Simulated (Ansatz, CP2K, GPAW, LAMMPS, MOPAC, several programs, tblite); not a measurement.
**SiO2 (Quartz high) from cheap methods to r2SCAN**

Aim: run SiO2 (Quartz high) through methods of unlike cost and see what each gets, and at what price.

Method: no spin polarisation, static lattice; gaps from single points on the cell relaxed beforehand with r²SCAN, in LAMMPS, MOPAC, CP2K, tblite, Ansatz, GPAW (versions at each run).

1 further run of the same task is left out (set aside as unsound or not needed).

## (1) Starting point

It takes space group P6_222 (No. 180, hexagonal). The conventional cell has a = 5.059 Å, b = 5.059 Å, c = 5.541 Å, α = 90.00°, β = 90.00°, γ = 120.00°. Around Si (site symmetry 222) lie 4 O at 1.61 Å. O (site symmetry 2) has 2 Si at 1.61 Å as nearest neighbours.

As a file:

```xyz
9
Lattice="5.0591 0.0000 0.0000 -2.5295 4.3813 0.0000 0.0000 0.0000 5.5410" Properties=species:S:1:pos:R:3 pbc="T T T"
Si    1.2648    2.1906    1.8470
Si   -1.2648    2.1906    3.6940
Si    2.5295    0.0000    0.0000
O    -0.9493    3.4689    4.6175
O     1.5803    0.9124    0.9235
O     0.0000    1.8247    2.7705
O     3.4788    0.9124    4.6175
O     0.9493    3.4689    0.9235
O     2.5295    2.5566    2.7705
```

**Question.** The methods are SiO.1997.vashishta, SiO.tersoff, PM6, PM7, DFTB, GFN1-xTB (tblite), GFN2-xTB (tblite), PBE/DZVP, PBE/SZV, coarse PBE, GLLB-SC, PBE, r2SCAN. What gap does r2SCAN give on this cell, and which other methods (full PBE left aside) come nearest to r2SCAN and farthest in gap, volume and bulk modulus?

```
                                               quantity                                                  value
                                                 r2SCAN                 gap 6.29 eV, 13.65 Å³/atom, B₀ 190 GPa
         gap: nearest and farthest of the other methods                    PBE/SZV (+0.14 eV), DFTB (+7.10 eV)
      volume: nearest and farthest of the other methods               GFN2-xTB (tblite) (+1.3 %), PM7 (-6.4 %)
bulk modulus: nearest and farthest of the other methods  GFN2-xTB (tblite) (-11 %), SiO.1997.vashishta (-71 %)
```

In words: Among the 9 methods compared for the gap (full PBE left aside), PBE/SZV is nearest to r2SCAN and DFTB farthest. Among the 6 methods compared for the volume (full PBE left aside), GFN2-xTB (tblite) is nearest to r2SCAN and PM7 farthest. For the bulk modulus, of the 6 methods compared (full PBE left aside), GFN2-xTB (tblite) comes nearest to r2SCAN and SiO.1997.vashishta is farthest. Classical potentials are fitted to lattice constants of common crystals, so a close volume there is built in, not predicted. A minimal basis or a coarse cutoff and mesh shifts results by its own error, so closeness to r2SCAN can be chance. Cluster runs see only the k-points that fold onto the zone centre, so their gaps can miss the band edges. GLLB-SC is compared with its derivative discontinuity added. No volume is given for PM6, DFTB, PBE/SZV, coarse PBE, which can hide a larger miss. CPU times run from 0.11 s (SiO.1997.vashishta) to 99 s (GLLB-SC). On this cell GLLB-SC cost more than r2SCAN itself (23 s), so it is no saving here. r2SCAN is a yardstick, not the truth: it usually gives gaps below the measured ones.
